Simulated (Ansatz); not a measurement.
MgI₂ built on the CdI2 prototype, relaxed with r2SCAN+rVV10 in Ansatz 0.2.0. Space group P-3m1 (No. 164), trigonal; conventional cell a = 4.157 Å, c = 6.873 Å, 34.29 Å³ an atom. Mg is surrounded by 6 I at 2.92 Å; I is surrounded by 3 Mg at 2.92 Å.

The axes x, y and z are those of this cell:
```
Mg I
1.0
     4.15721    0.00000    0.00000
    -2.07861    3.60025    0.00000
     0.00000    0.00000    6.87333
Mg I
1 2
Direct
  0.00000 0.00000 0.00000
  0.33333 0.66667 0.24262
  0.66667 0.33333 0.75738
```

Unstrained: The PBE gap is indirect, 3.513 eV (Γ to k = (1/2, 0, 0.350)), below the direct gap of 3.693 eV at Γ. The r2SCAN gap is indirect, 4.129 eV (Γ to k = (1/2, 0, 0.350)), below the direct gap of 4.510 eV at Γ. With HSE06 the valence top lies at Γ and the conduction bottom at k = (1/2, 0, 0.350), 4.468 eV higher; the smallest vertical gap, at Γ, is 4.722 eV. Meshes: PBE 12×12×4, r2SCAN 12×12×4, HSE06 6×6×4. Strains are changes of length per length. After each strain the atoms were relaxed again with r2SCAN+rVV10 within the symmetry that the strain leaves, so tilts or polar shifts that break it weren't tested; points keep the names that they have in the unstrained zone. (Simulation; spin polarisation is off.)

Problem. Estimate what uniaxial +5.67 % along x, other directions held does to the gap.

Solution. PBE: the gap goes from 3.513 to 3.185 eV (-0.328 eV); the edges go from Γ → (1/2, 0, 0.350) to Γ → (0, 0.469, 0.260). r2SCAN: the gap goes from 4.129 to 3.772 eV (-0.357 eV); the edges go from Γ → (1/2, 0, 0.350) to Γ → (0, 0.469, 0.260). HSE06: the gap goes from 4.468 to 4.120 eV (-0.348 eV); the edges go from Γ → (1/2, 0, 0.350) to Γ → (0, 0.469, 0.260).

No spin-orbit coupling is included; it can move band edges with weight on the heavy atoms by tenths of an eV.

Where an edge lies off the special points, it is a point of the mesh or the k point where a search put PBE's edge or least direct gap, reused for the other functionals, whose own edges may lie a little apart.

Coordinates of k points refer to the reciprocal vectors of the primitive cell of the runs.

The meshes of the hybrids are coarse, so their gaps aren't converged to the digits shown.
